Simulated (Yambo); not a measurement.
# InP (F-43m) in Yambo: further runs

The runs below take InP through optical spectrum, optical spectrum by the Bethe-Salpeter equation, with PBE, PBEsol.

Program: Yambo 5.3.0. These are calculated values, not measurements. Logs are shortened: lines on timing, memory, paths and dates and some standing lists are left out, and cuts for length are marked.

**Experimental background.**

From a printed reference work, data compilation, for a bulk crystal of InP at 1.6 K: band gap 1.4236 eV (direct).

The results are compared with them further down.

### 1 Starting point

It takes space group F-43m (No. 216, cubic). Conventional cell: a = 5.861 Å, b = 5.861 Å, c = 5.861 Å, α = 90.00°, β = 90.00°, γ = 90.00°. In (site symmetry -43m) is surrounded by 4 P at 2.54 Å. P (site symmetry -43m) is surrounded by 4 In at 2.54 Å.

### 2 Optical spectrum, PBE

Input file optics3.in:

```
optics
chi
tddft
Chimod= "LRC"
% BndsRnXd
 1 | 34 |
%
NGsBlkXd= 3 Ry
% LongDrXd
 1 | 0 | 0 |
%
% QpntsRXd
 1 | 1 |
%
% EnRngeXd
 0 | 20 | eV
%
% DmRngeXd
 0.1 | 0.1 | eV
%
ETStpsXd= 200
LRC_alpha= -0.2
```

Input file scf.in:

```
&CONTROL
  calculation = 'scf'
  prefix = 'pwscf'
  outdir = './tmp'
  pseudo_dir = './pseudo'
/
&SYSTEM
  ibrav = 0
  nat = 2
  ntyp = 2
  ecutwfc = 70
  nbnd = 15
  occupations = 'smearing'
  smearing = 'fd'
  degauss = 0.00367493
  force_symmorphic = .true.
/
&ELECTRONS
  conv_thr = 4d-10
  electron_maxstep = 120
  mixing_beta = 0.5
/
ATOMIC_SPECIES
In   114.8180 In.upf
P     30.9738 P.upf
CELL_PARAMETERS angstrom
   0.0000000000    2.9305000000    2.9305000000
   2.9305000000    0.0000000000    2.9305000000
   2.9305000000    2.9305000000    0.0000000000
ATOMIC_POSITIONS crystal
In     0.0000000000    0.0000000000    0.0000000000
P      0.7500000000    0.7500000000    0.7500000000
K_POINTS automatic
12 12 12 0 0 0
```

Input file nscf.in:

```
&CONTROL
  calculation = 'nscf'
  prefix = 'pwscf'
  outdir = './tmp'
  pseudo_dir = './pseudo'
/
&SYSTEM
  ibrav = 0
  nat = 2
  ntyp = 2
  ecutwfc = 70
  nbnd = 39
  occupations = 'fixed'
  force_symmorphic = .true.
/
&ELECTRONS
  conv_thr = 1d-08
  diago_full_acc = .true.
  diago_thr_init = 1d-06
/
ATOMIC_SPECIES
In   114.8180 In.upf
P     30.9738 P.upf
CELL_PARAMETERS angstrom
   0.0000000000    2.9305000000    2.9305000000
   2.9305000000    0.0000000000    2.9305000000
   2.9305000000    2.9305000000    0.0000000000
ATOMIC_POSITIONS crystal
In     0.0000000000    0.0000000000    0.0000000000
P      0.7500000000    0.7500000000    0.7500000000
K_POINTS automatic
12 12 12 0 0 0
```

Potentials or basis: PseudoDojo 0.4.1 SR PBE standard.

The run is started by

```console
> OMP_NUM_THREADS=1 pw.x -in scf.in > scf.out
> OMP_NUM_THREADS=1 pw.x -in nscf.in > nscf.out
> cd tmp/pwscf.save; p2y; mv SAVE ../..; cd ../..
> OMP_NUM_THREADS=1 yambo
> OMP_NUM_THREADS=1 yambo -F optics3.in -J optics3 -C optics3_out
```

Yambo's report:

```text
[... sections 02.01 to 02.04 as in the set-up run ...]

  [02.05] Energies & Occupations
  ==============================

  [X] === General ===
  [X] Electronic Temperature                        :  0.000000  0.000000 [eV K]
  [X] Bosonic    Temperature                        :  0.000000  0.000000 [eV K]
  [X] Finite Temperature mode                       : no
  [X] El. density                                   :  0.35762E+24 [cm-3]
  [X] Fermi Level                                   :  7.140300 [eV]

  [X] === Gaps and Widths ===
  [X] Conduction Band Min                           :  0.711884 [eV]
  [X] Valence Band Max                              :  0.000000 [eV]
  [X] Filled Bands                                  :   9
  [X] Empty Bands                                   :   10   39
  [X] Direct Gap                                    :  0.711884 [eV]
  [X] Direct Gap localized at k                     :  1
  [X] Indirect Gap                                  :  0.711884 [eV]
  [X] Indirect Gap between kpts                     :  1  1
  [X] Last valence band width                       :  2.907805 [eV]
  [X] 1st conduction band width                     :  3.586091 [eV]

 [03] Transferred momenta grid and indexing
 ==========================================

 IBZ Q-points                                      :   72
 BZ  Q-points                                      :  1728

 K/Q-points units:
 rlu = crystal or reduced units; cc = cartesian coordinates; iku = interal k-units

 Q [ 1]         [rlu]:  0.000000  0.000000  0.000000
 Q [ 2]         [rlu]: -0.71380E-18 -0.71380E-18  0.83333E-01
 Q [ 3]         [rlu]: -0.14276E-17 -0.14276E-17  0.16667
 Q [ 4]         [rlu]:  0.54193E-16  0.26437E-16  0.25000
 Q [ 5]         [rlu]: -0.28552E-17 -0.28552E-17  0.33333
 Q [ 6]         [rlu]:  0.21929E-17  0.21929E-17  0.41667
 Q [ 7]         [rlu]: -0.10839E-15 -0.52875E-16 -0.50000
 Q [ 8]         [rlu]:  0.29125E-19  0.83333E-01  0.83333E-01
 Q [ 9]         [rlu]:  0.54020E-17  0.83333E-01  0.16667
 Q [10]         [rlu]:  0.12450E-16  0.83333E-01  0.25000
 Q [11]         [rlu]:  0.29730E-16  0.83333E-01  0.33333
 Q [12]         [rlu]:  0.59241E-16  0.83333E-01  0.41667
 Q [13]         [rlu]:  0.55827E-16  0.83333E-01  0.50000
 Q [14]         [rlu]:  0.92215E-17  0.83333E-01 -0.41667
 Q [15]         [rlu]: -0.12070E-16  0.83333E-01 -0.33333
[... 33 lines left out ...]
 Q [49]         [rlu]:  0.083333  0.250000  0.333333
 Q [50]         [rlu]:  0.083333  0.250000  0.416667

 Remaining 22 points informations can be written running with -fatlog

 [WARNING] [Xd] User bands 1-34 break level degeneracy

 [04] Dipoles
 ============

  [04.01] Setup: observables and procedures
  =========================================

  [WF-Oscillators/G space/Transverse up loader] Normalization (few states)  min/max  :  0.000000  1.000000

  [WR./optics3//ndb.dipoles]------------------------------------------------------
   Brillouin Zone Q/K grids (IBZ/BZ)                :    72  1728    72  1728
   RL vectors                                       :   4279 [WF]
   Fragmentation                                    : yes
   Electronic Temperature                           :  0.000000 [K]
   Bosonic    Temperature                           :  0.000000 [K]
   DIP band range                                   :    1   34
   DIP band range limits                            :   9  10
   DIP e/h energy range                             : -1.000000 -1.000000 [eV]
   RL vectors in the sum                            :   4279
   [r,Vnl] included                                 : yes
   Bands ordered                                    : yes
   Direct v evaluation                              : no
   Approach used                                    : G-space v
   Dipoles computed                                 : R V P [G-space]
   Wavefunctions                                    : Perdew, Burke & Ernzerhof(X)+Perdew, Burke & Ernzerhof(C)

  [WARNING] [r,Vnl^pseudo] included in position and velocity dipoles.

  [WARNING] In case H contains other non local terms, these are neglected

 [05] Optics
 ===========

 [X-CG] R(p) Tot o/o(of R):    13161   388800      100
```

It took 3.2 min on 1 thread of Arm Neoverse V2, shared host; peak memory 0.8 GiB.

What came out:

```yaml
Band_gap_on_the_k_mesh_mean-field_level: 0.71 eV, direct
Absorption_peak: 4.22 eV
Electronic_dielectric_constant_along_the_field: 13.01
Electronic_dielectric_constant_along_the_field_independent_particles: 12.09
```

Dielectric function (along the field direction of the input):
| energy (eV) | real part | imaginary part |
| --- | --- | --- |
| 0.30 | 13.41 | 0.73 |
| 0.80 | 10.24 | 3.18 |
| 1.31 | 15.15 | 2.61 |
| 1.81 | 15.72 | 3.70 |
| 2.31 | 18.28 | 10.23 |
| 2.81 | 10.64 | 9.99 |
| 3.32 | 7.30 | 8.15 |
| 3.82 | 8.06 | 13.45 |
| 4.32 | -2.50 | 17.61 |
| 4.82 | -4.81 | 14.22 |
| 5.33 | -3.12 | 6.77 |
| 5.83 | -2.82 | 6.12 |
| 6.33 | -3.76 | 6.78 |
| 6.83 | -3.21 | 3.69 |
| 7.34 | -2.61 | 2.89 |
| 7.84 | -1.85 | 2.39 |
| 8.34 | -1.87 | 2.04 |
| 8.84 | -1.90 | 1.89 |
| 9.35 | -1.22 | 1.31 |
| 9.85 | -1.06 | 1.59 |
| 10.35 | -1.00 | 1.03 |
| 10.85 | -0.84 | 0.85 |
| 11.36 | -0.60 | 0.84 |
| 11.86 | -0.44 | 0.56 |
| 12.36 | -0.27 | 0.47 |
| 12.86 | -0.07 | 0.51 |
| 13.37 | -0.12 | 0.44 |
| 13.87 | -0.03 | 0.39 |
| 14.37 | 0.08 | 0.38 |
| 14.87 | 0.21 | 0.30 |
| 15.38 | 0.32 | 0.29 |
| 15.88 | 0.42 | 0.30 |
| 16.38 | 0.50 | 0.39 |
| 16.88 | 0.47 | 0.44 |
| 17.39 | 0.44 | 0.40 |
| 17.89 | 0.46 | 0.36 |
| 18.39 | 0.55 | 0.34 |
| 18.89 | 0.52 | 0.32 |
| 19.40 | 0.60 | 0.36 |
| 20.00 | 0.56 | 0.37 |

Caveat: the long-range kernel's strength is typed, not fitted to the crystal's screening; independent-particle spectra lack excitons; spin-orbit coupling is left out, which moves the levels of the heavy elements.

### 3 Optical spectrum by the Bethe-Salpeter equation, PBE

Input file bse4.in:

```
optics
bse
bss
rim_cut
RandQpts= 1000000
RandGvec= 50 RL
BSKmod= "HARTREE"
BSEmod= "retarded"
BSSmod= "h"
% BSEQptR
 1 | 1 |
%
% BSEBands
 7 | 12 |
%
BSENGexx= 20 Ry
% BEnRange
 0 | 20 | eV
%
% BDmRange
 0.1 | 0.1 | eV
%
BEnSteps= 200
% BLongDir
 1 | 0 | 0 |
%
BSEprop= "abs"
BSHayTrs= -0.02
```

scf.in is that of step 2.

nscf.in is that of step 2.

Potentials or basis: PseudoDojo 0.4.1 SR PBE standard.

The run is started by

```console
> OMP_NUM_THREADS=1 pw.x -in scf.in > scf.out
> OMP_NUM_THREADS=1 pw.x -in nscf.in > nscf.out
> cd tmp/pwscf.save; p2y; mv SAVE ../..; cd ../..
> OMP_NUM_THREADS=1 yambo
> OMP_NUM_THREADS=1 yambo -F bse4.in -J bse4 -C bse4_out
```

Yambo's report:

```text
[... sections 02.01 to 02.04 as in the set-up run ...]

  [02.05] Energies & Occupations
  ==============================

  [X] === General ===
  [X] Electronic Temperature                        :  0.000000  0.000000 [eV K]
  [X] Bosonic    Temperature                        :  0.000000  0.000000 [eV K]
  [X] Finite Temperature mode                       : no
  [X] El. density                                   :  0.35762E+24 [cm-3]
  [X] Fermi Level                                   :  7.140300 [eV]

  [X] === Gaps and Widths ===
  [X] Conduction Band Min                           :  0.711884 [eV]
  [X] Valence Band Max                              :  0.000000 [eV]
  [X] Filled Bands                                  :   9
  [X] Empty Bands                                   :   10   39
  [X] Direct Gap                                    :  0.711884 [eV]
  [X] Direct Gap localized at k                     :  1
  [X] Indirect Gap                                  :  0.711884 [eV]
  [X] Indirect Gap between kpts                     :  1  1
  [X] Last valence band width                       :  2.907805 [eV]
  [X] 1st conduction band width                     :  3.586091 [eV]

 [03] Transferred momenta grid and indexing
 ==========================================

 IBZ Q-points                                      :   72
 BZ  Q-points                                      :  1728

 K/Q-points units:
 rlu = crystal or reduced units; cc = cartesian coordinates; iku = interal k-units

 Q [ 1]         [rlu]:  0.000000  0.000000  0.000000
 Q [ 2]         [rlu]: -0.71380E-18 -0.71380E-18  0.83333E-01
 Q [ 3]         [rlu]: -0.14276E-17 -0.14276E-17  0.16667
[... 165 lines left out ...]
   [BSK] Transition groups (total):   72
   [BSK] Size (resonant):  15552
   [BSK]         (total):  15552
   [BSK] N. of matrices :  1

   [06.01.03] Loading Dipoles @q1
   ==============================

   [06.01.04] Independent Particles properties @q1
   ===============================================

   [06.01.05] BSE Kernel @q1 (Resonant EXCHANGE)
   =============================================

   [BSE] Exchange components :   537

   [06.01.06] Main kernel loop
   ===========================

   [WR./bse4//ndb.BS_Q1_CPU_0]-----------------------------------------------------
    Brillouin Zone Q/K grids (IBZ/BZ)                :    72  1728    72  1728
    RL vectors                                       :   4279 [WF]
    Coulomb cutoff potential                         : none
    Parallel CPUs
    Parallel Roles
    Fragmentation                                    : no
    BS kernel          wavefunctions                 : Perdew, Burke & Ernzerhof(X)+Perdew, Burke & Ernzerhof(C)
    Static diel. fun.  energies                      : Perdew, Burke & Ernzerhof(X)+Perdew, Burke & Ernzerhof(C)
    wavefunctions                                    : Perdew, Burke & Ernzerhof(X)+Perdew, Burke & Ernzerhof(C)
    [K] Identifier                                   :   7937
    [K] Dimension                                    :  15552
    [K] Bands                                        :   7  12
    [K] Exchange                                     : yes [res]
    [K] Correlation                                  : no [res]
    [K] Kernel`s coupling                            : no
    [K] Exchange                                     : no [cpl]
    [K] Correlation                                  : no [cpl]
    [K] W interaction is bare                        : no
    [K] ALDA kernel in R-space                       : no
    [K] RL vectors                                   :   537 [exchange]
    [K] E/h energy range                             : -1.000000 -1.000000 [eV]
    [K] Coupling range                               :  100.0000  100.0000 [o/o]
    [K] Kernel long-range exchange                   : BAR

  [06.02] BSE solver(s) @q1
  =========================

  [06.03] Haydock Solver in the optics basis @q1 using the hermitian scheme
  =========================================================================

  Accuracy (requested)      : -0.020000 [o/o]
  Accuracy (reached)        :  0.016306 [o/o]
  Iterations                :  132
```

It took 8.9 min on 1 thread of Arm Neoverse V2, shared host; peak memory 2.3 GiB.

Results:

- Band gap on the k mesh, mean-field level: 0.71 eV, direct
- Absorption peak: 4.32 eV

Dielectric function (along the field direction of the input):
```csv
energy (eV),real part,imaginary part
0.30,11.15,0.23
1.31,12.34,1.55
2.31,15.00,5.79
3.32,7.33,6.55
4.42,1.83,14.32
5.43,-2.38,6.73
6.43,-2.76,8.68
7.54,-2.48,4.15
8.54,-2.59,3.11
9.55,-2.68,1.33
10.65,-1.85,0.44
11.66,-1.19,0.15
12.66,-0.61,0.08
13.77,-0.27,0.03
14.77,-0.06,0.02
15.78,0.11,0.01
16.88,0.24,0.01
17.89,0.34,0.01
18.89,0.42,0.01
20.00,0.49,0.01
```

Caveat: spin-orbit coupling is left out, which moves the levels of the heavy elements; the mesh is thin for optics, so peaks and dielectric constants aren't converged.

### 4 Optical spectrum by the Bethe-Salpeter equation, PBE

Input file bse5.in:

```
optics
bse
bss
rim_cut
em1s
RandQpts= 1000000
RandGvec= 50 RL
Chimod= "HARTREE"
% BndsRnXs
 1 | 34 |
%
NGsBlkXs= 3 Ry
% LongDrXs
 1 | 0 | 0 |
%
BSKmod= "SEX"
BSEmod= "retarded"
BSSmod= "h"
% BSEQptR
 1 | 1 |
%
% BSEBands
 7 | 12 |
%
BSENGexx= 20 Ry
BSENGBlk= 3 Ry
% BEnRange
 0 | 20 | eV
%
% BDmRange
 0.1 | 0.1 | eV
%
BEnSteps= 200
% BLongDir
 1 | 0 | 0 |
%
BSEprop= "abs"
BSHayTrs= -0.02
```

scf.in is that of step 3.

nscf.in is that of step 3.

Potentials or basis: PseudoDojo 0.4.1 SR PBE standard.

The run is started by

```console
> OMP_NUM_THREADS=1 pw.x -in scf.in > scf.out
> OMP_NUM_THREADS=1 pw.x -in nscf.in > nscf.out
> cd tmp/pwscf.save; p2y; mv SAVE ../..; cd ../..
> OMP_NUM_THREADS=1 yambo
> mkdir -p bse5; ln -s $PWD/bse4/ndb.RIM bse5/
> OMP_NUM_THREADS=1 yambo -F bse5.in -J bse5 -C bse5_out
```

Yambo's report:

```text
[... sections 02.01 to 02.04 as in the set-up run ...]

  [02.05] Energies & Occupations
  ==============================

  [X] === General ===
  [X] Electronic Temperature                        :  0.000000  0.000000 [eV K]
  [X] Bosonic    Temperature                        :  0.000000  0.000000 [eV K]
  [X] Finite Temperature mode                       : no
  [X] El. density                                   :  0.35762E+24 [cm-3]
  [X] Fermi Level                                   :  7.140300 [eV]

  [X] === Gaps and Widths ===
  [X] Conduction Band Min                           :  0.711884 [eV]
  [X] Valence Band Max                              :  0.000000 [eV]
  [X] Filled Bands                                  :   9
  [X] Empty Bands                                   :   10   39
  [X] Direct Gap                                    :  0.711884 [eV]
  [X] Direct Gap localized at k                     :  1
  [X] Indirect Gap                                  :  0.711884 [eV]
  [X] Indirect Gap between kpts                     :  1  1
  [X] Last valence band width                       :  2.907805 [eV]
[... 322 lines left out ...]
     [K] RL vectors                                   :   51 [correlation]
     [K] E/h energy range                             : -1.000000 -1.000000 [eV]
     [K] Coupling range                               :  100.0000  100.0000 [o/o]
     [W] Interaction is diagonal                      : no
     [W] Matrix size                                  :   51
     [W] Bands                                        :    1   34
     [W] e/h energy range                             : -1.000000 -1.000000 [eV]
     [W] Poles                                        :  100.0000 [o/o]
     [W] RL vectors in the sum                        :   4279
     [W] [r,Vnl] included                             : yes
     [W] Field direction                              :  0.100000E-4   0.00000      0.00000
     [W] Coulomb Cutoff                               : none
     [W] Hxc Kernel                                   : HARTREE
     [RIM] RL components                              :   51 [col]
     [RIM] Random points                              :  1000000 [col]
     [SOC] Perturbative SOC                           : no
     [K] Kernel long-range exchange                   : BAR

    [07.01.05.03] Wave-Function Phases
    ==================================

    [BSE] WF phases found       :  85.11285 [o/o]

   [07.01.06] BSE solver(s) @q1
   ============================

   [07.01.07] Haydock Solver in the optics basis @q1 using the hermitian scheme
   ============================================================================

   Accuracy (requested)      : -0.020000 [o/o]
   Accuracy (reached)        :  0.018377 [o/o]
   Iterations                :  117
```

o-bse5.eps_q1_haydock_bse:

```text
# Absorption @ Q(1):   1.00000000      0.00000000      0.00000000    [q->0 direction]
#
[... 60 lines left out ...]
        0.201005           0.222119           13.36966           0.133864           11.56005           0.222119           13.36966
        0.301508           0.407152           13.64209           0.234831           11.72656           0.407152           13.64209
        0.402010           0.765306           14.09542           0.406126           11.99929           0.765306           14.09542
        0.502513           1.688636           14.74258           0.774973           12.42911           1.688636           14.74258
[... 192 lines left out ...]
        19.89950           0.004483           0.588096           0.004995           0.541774           0.004483           0.588096
        20.00000           0.004408           0.592563           0.004911           0.546751           0.004408           0.592563
#
```

It took 1.9 h on 1 thread of Arm Neoverse V2, shared host; peak memory 2.4 GiB.

What came out:

| Item | Value |
| --- | --- |
| Band gap on the k mesh, mean-field level | 0.71 eV, direct |
| Absorption peak | 3.92 eV |

Dielectric function (along the field direction of the input):
```tsv
energy (eV)	real part	imaginary part
0.30	13.64	0.41
0.80	11.42	1.56
1.31	16.19	4.87
1.81	17.28	6.68
2.31	13.63	19.65
2.81	9.62	14.15
3.32	8.78	10.61
3.82	5.68	19.93
4.32	-5.54	10.18
4.82	-6.18	6.12
5.33	-2.06	5.75
5.83	-2.82	5.12
6.33	-4.42	4.68
6.83	-2.75	2.90
7.34	-2.37	2.86
7.84	-2.50	2.61
8.34	-2.55	1.22
8.84	-2.24	0.89
9.35	-1.62	0.57
9.85	-1.37	0.46
10.35	-1.10	0.23
10.85	-0.81	0.17
11.36	-0.62	0.12
11.86	-0.42	0.05
12.36	-0.26	0.05
12.86	-0.15	0.03
13.37	-0.03	0.02
13.87	0.06	0.02
14.37	0.14	0.01
14.87	0.21	0.01
15.38	0.27	0.01
15.88	0.32	0.01
16.38	0.37	0.01
16.88	0.41	0.01
17.39	0.45	0.01
17.89	0.48	0.01
18.39	0.51	0.01
18.89	0.54	0.01
19.40	0.56	0.00
20.00	0.59	0.00
```

Caveat: the transitions start from uncorrected Kohn-Sham levels, so peaks lie too low; exciton energies and binding change strongly with the k mesh and aren't converged on this one; spin-orbit coupling is left out, which moves the levels of the heavy elements; the mesh is thin for optics, so peaks and dielectric constants aren't converged.

(Continued in part 2 of 2.)
